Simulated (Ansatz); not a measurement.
**How KI answers to pressure**

```cif
data_structure
_symmetry_space_group_name_H-M 'F-43m'
_symmetry_Int_Tables_number 216
_cell_length_a 7.9891
_cell_length_b 7.9891
_cell_length_c 7.9891
_cell_angle_alpha 90.000
_cell_angle_beta 90.000
_cell_angle_gamma 90.000
_cell_volume 509.91
loop_
_atom_site_label
_atom_site_type_symbol
_atom_site_symmetry_multiplicity
_atom_site_Wyckoff_symbol
_atom_site_fract_x
_atom_site_fract_y
_atom_site_fract_z
_atom_site_occupancy
K1 K 4 a 0.00000 0.00000 0.00000 1
I1 I 4 d 0.25000 0.25000 0.75000 1
```

The runs use the primitive cell with vectors (0.000, 3.995, 3.995), (3.995, 0.000, 3.995), (3.995, 3.995, 0.000) Å, to which the k mesh refers.

The cell was built from the zincblende type and relaxed in the same program, and has space group F-43m; it needn't be a known or the stable phase.

Spin–orbit coupling is left out, though it moves levels of the heavy atoms by tenths of an eV or more.

Theory: DFT, PBE, all-electron LAPW, scalar-relativistic (Ansatz 0.2.0).

Numerical set-up: a Γ-centred 9×9×9 k mesh, Fermi–Dirac smearing of 0.03 eV, basis error target 0.5 meV/atom, no spin polarisation.

The cell is scaled evenly with fractional coordinates held. Semilocal gaps are too small, but their slopes carry over better.

| V/V(cell) | P (GPa) | gap on the k mesh (eV) |
| --- | --- | --- |
| 0.9750 | 0.20 | 3.936 |
| 1.0000 | 0.01 | 3.896 |
| 1.0250 | -0.16 | 3.856 |
| 1.0500 | -0.31 | 3.818 |

Q: From the rows at 0.9750 and 1.0250, what is the bulk modulus at the cell's volume?

A: B = −ΔP/Δln V = −[(-0.16) − (0.20)]/0.05001 = 7.2 GPa.

Q: What are the gap's volume deformation potential and pressure coefficient?

A: dEg/dln V = (3.856 − 3.936)/0.05001 = -1.60 eV, and dEg/dP = −(dEg/dln V)/B = 222 meV/GPa: pressure widens the gap.

Q: Predict the row at V/V(cell) = 0.9500. How far is a linear estimate of P off?

A: P = 0.42 GPa, gap 3.978 eV. The linear estimate P(cell) − B ln(V/V(cell)) = 0.38 GPa misses by 0.04 GPa, since the modulus grows under compression.
